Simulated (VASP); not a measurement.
# AlN: relaxation of cell and atoms with PBE

Crystal: AlN.

```
Al N
1.0
     0.00000    2.18399    2.18399
     2.18399    0.00000    2.18399
     2.18399    2.18399    0.00000
Al N
1 1
Cartesian
  0.0000 0.0000 0.0000
  3.2760 3.2760 3.2760
```

Measurements of this composition are mostly on another form, of space group No. 186.

```json
{"Program": "VASP 6.6.1", "Task": "relaxation of cell and atoms", "Functional": "PBE", "Potentials or basis": "VASP PAW PBE potentials, release 64 (Al, N)", "Cutoff": "520 eV", "k mesh": "12 × 12 × 12", "Occupations": "gaussian, width 1 eV", "Spin": "no spin polarisation", "Further INCAR settings": "ALGO = Normal; EDIFF = 1e-07; IBRION = 2; EDIFFG = -0.002; NSW = 80; ISIF = 3"}
```

```json
{
 "Relaxed volume": "10.66 Å³/atom",
 "Relaxed cell": "a = 3.112 Å, b = 3.112 Å, c = 3.112 Å, α = 60.00°, β = 60.00°, γ = 60.00°",
 "Space group after relaxing (to 0.05 Å)": "F-43m (No. 216)",
 "Energy gained by relaxing": "3.4 meV/atom",
 "Ionic steps": "3",
 "Pressure after relaxing": "0.0 GPa",
 "Band gap on the k mesh": "3.31 eV, indirect (least direct gap 4.00 eV)"
}
```

The path:
```tsv
step	energy change (eV)	largest force (eV/Å)	pressure (GPa)	volume (Å³)
1	0.0000	0.0000	4.60	20.83
2	-0.0014	0.0000	-3.81	21.75
3	-0.0067	0.0000	0.00	21.31
```

Final structure:
```cif
data_structure
_symmetry_space_group_name_H-M 'P 1'
_symmetry_Int_Tables_number 1
_cell_length_a 3.1121
_cell_length_b 3.1121
_cell_length_c 3.1121
_cell_angle_alpha 60.000
_cell_angle_beta 60.000
_cell_angle_gamma 60.000
_cell_volume 21.31
loop_
_atom_site_label
_atom_site_type_symbol
_atom_site_fract_x
_atom_site_fract_y
_atom_site_fract_z
_atom_site_occupancy
Al1 Al 0.00000 0.00000 0.00000 1
N1 N 0.75000 0.75000 0.75000 1
```

Levels at points of the mesh, in eV from the valence-band top:
```
           k point  band 2  band 3  band 4  band 5  band 6  band 7
(0.00, 0.00, 0.00)    0.00    0.00    0.00    4.00   12.34   12.34
(0.50, 0.00, 0.00)   -5.76   -0.48   -0.48    7.17    9.71   11.01
(0.50, 0.50, 0.00)   -4.83   -1.75   -1.75    3.31    8.48   13.66
```

Wall time 12 s on 1 thread of Intel(R) Xeon(R) Platinum 8375C CPU @ 2.90GHz (Ice Lake) (shared host), peak memory 0.14 GiB.

A k mesh can miss the band edges. As with any semilocal functional, this PBE gap is likely too small.
